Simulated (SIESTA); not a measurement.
SnO2 (Cassiterite) under changes of volume

One of the cells (11.922 Å³/atom); the others are scaled copies at fixed shape and fractional positions:

```xyz
6
Lattice="4.7380 0.0000 0.0000 0.0000 4.7380 0.0000 0.0000 0.0000 3.1865" Properties=species:S:1:pos:R:3 pbc="T T T"
Sn    2.3690    2.3690    1.5933
Sn    0.0000    0.0000    0.0000
O     3.8240    0.9140    1.5933
O     3.2830    3.2830    0.0000
O     0.9140    3.8240    1.5933
O     1.4550    1.4550    0.0000
```

```yaml
Program: SIESTA 5.4.2
Functional: PBEsol
Potentials_or_basis: PseudoDojo 0.4 standard (PBEsol files)
Basis: DZP (energy shift 0.003 Ry; two zetas on semicore shells)
Grid_cutoff: 800 Ry
Energy_shift: 0.003 Ry
k_mesh: 4 × 4 × 6
Occupations: fermi-dirac, width 0.05 eV
Spin: no spin polarisation
```

```tsv
volume (Å³/atom)	energy over the lowest point (meV/atom)	pressure (GPa)	gap on the mesh (eV)	largest force (eV/Å)
11.207	107.38	28.4	1.68	0.528
11.445	69.93	22.1	1.41	0.419
11.684	?	?	?	?
11.922	20.90	11.2	0.93	0.222
12.161	7.76	6.6	0.70	0.132
12.399	0.98	2.6	0.49	0.053
12.637	0.00	-1.1	0.28	0.021
```

Q: What does the run at 11.684 Å³/atom give?

A: Energy over the lowest point 41.38 meV/atom; pressure 16.4 GPa; gap on the mesh 1.16 eV; largest force 0.316 eV/Å.

Worked out: A Birch-Murnaghan fit of order 3 (a polynomial in V^(-2/3)) to the other rows has its minimum at 12.56 Å³/atom with B0 = V·E''(V) = 189 GPa and B' = 4.9 at fixed shape and positions, which overstates the stiffness. It gives 41.33 meV/atom at 11.684 Å³/atom, against the run's 41.38, and -dE/dV = 16.3 GPa, against 16.4. A straight line through the other rows of the gap, of slope -11.6 eV per unit of ln V (its deformation potential), gives 1.18 eV, against the run's 1.16.

Energies are extrapolated to zero smearing.

Caveats: spin-orbit coupling is left out, which moves the levels of the heavy elements; the basis of atomic orbitals isn't converged, which shifts pressures, moduli and gaps.
